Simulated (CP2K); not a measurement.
Ge:

```
Ge
1.0
     2.71047    0.00000    0.00000
     0.00000    2.71047    0.00000
     0.00000    0.00000    2.71047
Ge
1
Direct
  0.00000 0.00000 0.00000
```

The cell was built by a generator and needn't be a form met in nature.

Base run:

```yaml
Program: CP2K 2026.2
Functional: M06-L
Potentials_or_basis: POTENTIAL_UZH Ge GTH-PBE-q4; TZVP-MOLOPT-PBE-GTH basis
Density_cutoff: 9184 eV
k_mesh: 10 × 10 × 10
Occupations: fermi-dirac, width 0.05 eV
Spin: no spin polarisation
```

Its results: band gap on the k mesh none (metal or under the smearing width); pressure -5.5 GPa.

**Question.** The run is repeated on the same cell with these changes: functional from M06-L to PBEsol. What comes out?

**Answer.** Band gap on the k mesh none (metal or under the smearing width); pressure -0.6 GPa.

Caveats: the potentials were made for another functional, which shifts forces and pressure; the basis of atomic orbitals isn't converged, which shifts pressures, moduli and gaps.

Not every run made on this cell is shown here.
